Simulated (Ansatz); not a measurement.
**InSe (R3m): topological invariants**

Is InSe (R3m) topological at this level? Invariants are computed plane by plane.

A COD entry behind a cell of this session may itself be a prediction, so a difference from it is no test against experiment.

Program: Ansatz 0.2.0. Level of theory: DFT PBE with spin–orbit coupling, plane waves, PAW. These are calculated values, not measurements.

3 further runs of the same task are left out: 3 set aside as unsound or not needed.

## Step 1: The system as given

It takes space group R3m (No. 160, trigonal). The conventional cell has a = 4.010 Å, b = 4.010 Å, c = 24.832 Å, α = 90.00°, β = 90.00°, γ = 120.00°. In (site symmetry 3m) is surrounded by 3 Se at 2.65 Å and 1 In at 2.78 Å. Around Se (site symmetry 3m) lie 3 In at 2.65 Å.

Coordinates:

```xyz
4
Lattice="2.0048 1.1574 8.2772 -2.0048 1.1574 8.2772 0.0000 -2.3149 8.2772" Properties=species:S:1:pos:R:3 pbc="T T T"
In    0.0000    0.0000    0.0010
In    0.0000    0.0000    2.7856
Se    0.0000    0.0000   15.2618
Se    0.0000    0.0000   20.6319
```

Origin of the cell: volume kept, shape and atoms relaxed. At PBE, without spin–orbit coupling, an earlier run found 2.43 GPa for this cell of 28.810 Å³/atom (10×10×10 mesh), gap on the mesh 0.38 eV.

## Step 2: Spin-orbit coupling: topological invariants

Input file input.yaml:

```yaml
crystal:
  lattice:
    - [2.0047584411, 1.1574478256, 8.2772320996]
    - [-2.0047584411, 1.1574478256, 8.2772320996]
    - [0.0, -2.3148956512, 8.2772320996]
  atoms:
    - { symbol: In, position: [4.20121e-05, 4.20121e-05, 4.20121e-05] }
    - { symbol: In, position: [0.1121775401, 0.1121775401, 0.1121775401] }
    - { symbol: Se, position: [0.614610267, 0.614610267, 0.614610267] }
    - { symbol: Se, position: [0.8308701808, 0.8308701808, 0.8308701808] }
basis:
  ecutwfc: 420
  ecutrho_ratio: 4
kpoints:
  mp_grid: { grid: [6, 6, 6] }
hamiltonian:
  xc: pbe
scf:
  occupations: { method: gaussian, width: 0.05 }
output:
  forces: true
  stress: true
  eigenvalues: true
  populations: true
  topological_invariants: true
magnetization:
  noncollinear: true
  spin_orbit: true
```

Command:

```bash
$ ansatz run input.yaml --threads 8 --pin off --max-ram 15360MiB --backend cpu --events-out ev --progress --plain --runs-dir out
```

The program printed (excerpt; [...] marks lines left out):

```text
Warning: RAYON_NUM_THREADS=8 ignored (pool sized by the plan → 8); use --threads N
[...]
band count auto-derived: 88 (N_el = 58.0; filled up to band 58; 70 without output.topological_invariants, output.pair_interaction, output.eigenstates.de_dk, output.active_space.bands or, under a hybrid functional, output.transmission)
[...]
Pseudopotentials: kind: paw_fr
Pseudopotential: In, paw_fr, valence charge 13, recommended cutoff 420 eV (normal), In.paw.azcp#standard-fr
Pseudopotential: Se, paw_fr, valence charge 16, recommended cutoff 420 eV (normal), Se.paw.azcp#standard-fr
Functional definition: PBE
[...]
non-collinear run that drives no moment, with spin-orbit: no starting moment large enough to seed its density (crystal.atoms[].spin), no starting occupations that ask for one, no magnetisation constraint and no magnetic field, so the semilocal B_xc is pinned to zero
Crystal: 4 atoms, lattice volume = 115.239 Å³
Basis set: ecut = 420 eV, 2277 PW (Γ), FFT grids on a1−a3, a2−a3, a3, exchange–correlation on 54×54×120 points (8 copies of the dense FFT grid, shifted against one another)
Bands: 88, of which v1, the nominal top of the filled ones, is band 58 counted from 1 (57 counted from 0)
Symmetry: 6 space group operations + 6 with time reversal
Magnetic group: BNS 160.66 (UNI 1296), of the structure as read, at distance tolerance 4.9e-5 Å
k-points: 32 of 216 (time reversal used)
Projection manifold: j_resolved (fully-relativistic pseudo-atomic orbitals)
[...]
Absolute magnetization: 0.0000 μB (∫|m|)
  site 0: m = (+0.0000, +0.0000, +0.0000) μB, |m| = 0.0000 μB  (R = 1.09 Å)
  site 1: m = (+0.0000, +0.0000, +0.0000) μB, |m| = 0.0000 μB  (R = 1.09 Å)
  site 2: m = (+0.0000, +0.0000, +0.0000) μB, |m| = 0.0000 μB  (R = 1.09 Å)
  site 3: m = (+0.0000, +0.0000, +0.0000) μB, |m| = 0.0000 μB  (R = 1.09 Å)
Free energy (F): -22140.027112 eV
[...]
E sigma→0 (E₀):  -22140.027112 eV
Fermi energy:    7.707391 eV
[...]
--- Forces (eV/Å), atoms counted from 1 ---
  atom   1  In    -0.00000000    -0.00000000     0.00564706
  atom   2  In     0.00000000     0.00000000    -0.00548695
  atom   3  Se    -0.00000000     0.00000000     0.00259159
  atom   4  Se    -0.00000000     0.00000000    -0.00262523
[...]
--- Stress (GPa, compression-positive) ---
        2.488839       0.000000       0.000000
        0.000000       2.488839       0.000000
        0.000000       0.000000       2.249705
  P = ⅓ Tr σ = 2.4091 GPa (24.091 kbar)
--- Band table (eV; the first three rows and the last of 32) ---
[...]
--- Löwdin populations: 4 sites ---
  site symbol       q [e]
     0     In     12.7723
     1     In     12.7715
     2     Se     16.1789
     3     Se     16.1728
  spilling = 0.001801 (of n_electrons = 58.000000)
--- Topological invariants of the lowest 58 bands, as many as the electrons (of this functional, at the state reached) ---
  Z2 = 0;(000)
  bands 58 and 59 are separated throughout the zone, as estimated from the states at the SCF's k-points
  smallest direct gap kept (no minimum is searched for): 0.3544 eV, known to 1.3e-3 eV, at k = (-0.5000, -0.5000, -0.5000) in reciprocal vectors
  plane       ν
  k1 = 0      0
  k1 = 1/2    0
  k2 = 0      0
  k2 = 1/2    0
  k3 = 0      0
  k3 = 1/2    0
```

It took 87 s on 8 threads of Intel Xeon Platinum 8375C at 2.90GHz (Ice Lake), shared host; peak memory 1.9 GiB.

This gives: volume 28.810 Å³/atom, pressure 2.41 GPa, gap on the mesh 0.35 eV.

Invariants of the lowest 58 bands, plane by plane:

```
axis   plane  result  index
  b1  centre      z2      0
  b1    face      z2      0
  b2  centre      z2      0
  b2    face      z2      0
  b3  centre      z2      0
  b3    face      z2      0
```

## Step 3: Volume × 1.05, atoms carried along

input.yaml, as its differences from that of step 2:

```diff
@@ -2,5 +2,5 @@
   lattice:
-    - [2.0047584411, 1.1574478256, 8.2772320996]
-    - [-2.0047584411, 1.1574478256, 8.2772320996]
-    - [0.0, -2.3148956512, 8.2772320996]
+    - [2.0376291758, 1.1764257532, 8.4129485505]
+    - [-2.0376291758, 1.1764257532, 8.4129485505]
+    - [0.0, -2.3528515063, 8.4129485505]
   atoms:
```

Command:

```bash
$ ansatz run input.yaml --threads 8 --pin off --max-ram 15360MiB --backend cpu --events-out ev --progress --plain --runs-dir out
```

The program printed (excerpt; [...] marks lines left out):

```text
Warning: RAYON_NUM_THREADS=8 ignored (pool sized by the plan → 8); use --threads N
[...]
band count auto-derived: 88 (N_el = 58.0; filled up to band 58; 70 without output.topological_invariants, output.pair_interaction, output.eigenstates.de_dk, output.active_space.bands or, under a hybrid functional, output.transmission)
[...]
Pseudopotentials: kind: paw_fr
Pseudopotential: In, paw_fr, valence charge 13, recommended cutoff 420 eV (normal), In.paw.azcp#standard-fr
Pseudopotential: Se, paw_fr, valence charge 16, recommended cutoff 420 eV (normal), Se.paw.azcp#standard-fr
Functional definition: PBE
[...]
non-collinear run that drives no moment, with spin-orbit: no starting moment large enough to seed its density (crystal.atoms[].spin), no starting occupations that ask for one, no magnetisation constraint and no magnetic field, so the semilocal B_xc is pinned to zero
Crystal: 4 atoms, lattice volume = 121.001 Å³
[...]
  atom   3  Se    -0.00000000     0.00000000     0.32805341
  atom   4  Se    -0.00000000    -0.00000000    -0.32538307
[...]
--- Stress (GPa, compression-positive) ---
        0.022416       0.000000       0.000000
        0.000000       0.022416      -0.000000
        0.000000      -0.000000      -0.160503
  P = ⅓ Tr σ = -0.0386 GPa (-0.386 kbar)
--- Band table (eV; the first three rows and the last of 32) ---
[...]
--- Löwdin populations: 4 sites ---
  site symbol       q [e]
     0     In     12.7706
     1     In     12.7696
     2     Se     16.1825
     3     Se     16.1772
  spilling = 0.001725 (of n_electrons = 58.000000)
--- Topological invariants of the lowest 58 bands, as many as the electrons (of this functional, at the state reached) ---
  Z2 = 0;(000)
  bands 58 and 59 are separated throughout the zone, as estimated from the states at the SCF's k-points
  smallest direct gap kept (no minimum is searched for): 0.2362 eV, known to 3.7e-4 eV, at k = (-0.5000, -0.5000, -0.5000) in reciprocal vectors
  plane       ν
  k1 = 0      0
  k1 = 1/2    0
  k2 = 0      0
  k2 = 1/2    0
  k3 = 0      0
  k3 = 1/2    0
```

It took 93 s on 8 threads of Intel Xeon Platinum 8375C at 2.90GHz (Ice Lake), shared host; peak memory 1.9 GiB.

Result: volume 30.250 Å³/atom, pressure -0.04 GPa, gap on the mesh 0.24 eV.

Invariants of the lowest 58 bands, plane by plane:

```
axis   plane  result  index
  b1  centre      z2      0
  b1    face      z2      0
  b2  centre      z2      0
  b2    face      z2      0
  b3  centre      z2      0
  b3    face      z2      0
```

## Step 4: Volume × 0.96, atoms carried along

input.yaml, as its differences from that of step 3:

```diff
@@ -2,5 +2,5 @@
   lattice:
-    - [2.0376291758, 1.1764257532, 8.4129485505]
-    - [-2.0376291758, 1.1764257532, 8.4129485505]
-    - [0.0, -2.3528515063, 8.4129485505]
+    - [1.9776637894, 1.1418047212, 8.1653638984]
+    - [-1.9776637894, 1.1418047212, 8.1653638984]
+    - [0.0, -2.2836094424, 8.1653638984]
   atoms:
```

Command:

```bash
$ ansatz run input.yaml --threads 8 --pin off --max-ram 15360MiB --backend cpu --events-out ev --progress --plain --runs-dir out
```

The program printed (excerpt; [...] marks lines left out):

```text
Warning: RAYON_NUM_THREADS=8 ignored (pool sized by the plan → 8); use --threads N
[...]
band count auto-derived: 88 (N_el = 58.0; filled up to band 58; 70 without output.topological_invariants, output.pair_interaction, output.eigenstates.de_dk, output.active_space.bands or, under a hybrid functional, output.transmission)
[...]
Pseudopotentials: kind: paw_fr
Pseudopotential: In, paw_fr, valence charge 13, recommended cutoff 420 eV (normal), In.paw.azcp#standard-fr
Pseudopotential: Se, paw_fr, valence charge 16, recommended cutoff 420 eV (normal), Se.paw.azcp#standard-fr
Functional definition: PBE
[...]
non-collinear run that drives no moment, with spin-orbit: no starting moment large enough to seed its density (crystal.atoms[].spin), no starting occupations that ask for one, no magnetisation constraint and no magnetic field, so the semilocal B_xc is pinned to zero
Crystal: 4 atoms, lattice volume = 110.630 Å³
[...]
  atom   3  Se     0.00000000     0.00000000    -0.30768224
  atom   4  Se     0.00000000    -0.00000000     0.30447881
[...]
--- Stress (GPa, compression-positive) ---
        5.016939       0.000000       0.000000
        0.000000       5.016939      -0.000000
        0.000000      -0.000000       4.711354
  P = ⅓ Tr σ = 4.9151 GPa (49.151 kbar)
--- Band table (eV; the first three rows and the last of 32) ---
[...]
--- Löwdin populations: 4 sites ---
  site symbol       q [e]
     0     In     12.7740
     1     In     12.7733
     2     Se     16.1755
     3     Se     16.1688
  spilling = 0.001870 (of n_electrons = 58.000000)
--- Topological invariants of the lowest 58 bands, as many as the electrons (of this functional, at the state reached) ---
  Z2 = 0;(000)
  bands 58 and 59 are separated throughout the zone, as estimated from the states at the SCF's k-points
  smallest direct gap kept (no minimum is searched for): 0.4649 eV, known to 9.9e-4 eV, at k = (-0.5000, -0.5000, -0.5000) in reciprocal vectors
  plane       ν
  k1 = 0      0
  k1 = 1/2    0
  k2 = 0      0
  k2 = 1/2    0
  k3 = 0      0
  k3 = 1/2    0
```

Run time: 89 s. Hardware: 8 threads of Intel Xeon Platinum 8375C at 2.90GHz (Ice Lake), shared host; peak memory 1.8 GiB.

In short: volume 27.657 Å³/atom, pressure 4.92 GPa, gap on the mesh 0.46 eV.

Invariants of the lowest 58 bands, plane by plane:

```
axis   plane  result  index
  b1  centre      z2      0
  b1    face      z2      0
  b2  centre      z2      0
  b2    face      z2      0
  b3  centre      z2      0
  b3    face      z2      0
```

## Step 5: Outcome

```
                 quantity    value
   invariants, volume × 1  (0;000)
invariants, volume × 0.96  (0;000)
invariants, volume × 1.05  (0;000)
```

What this shows: The Z2 indices are (0;000): topologically trivial. The same holds at the other volumes. The band order is that of a semilocal functional. No dispersion term is included, so distances between weakly bound layers or units are the least certain numbers.
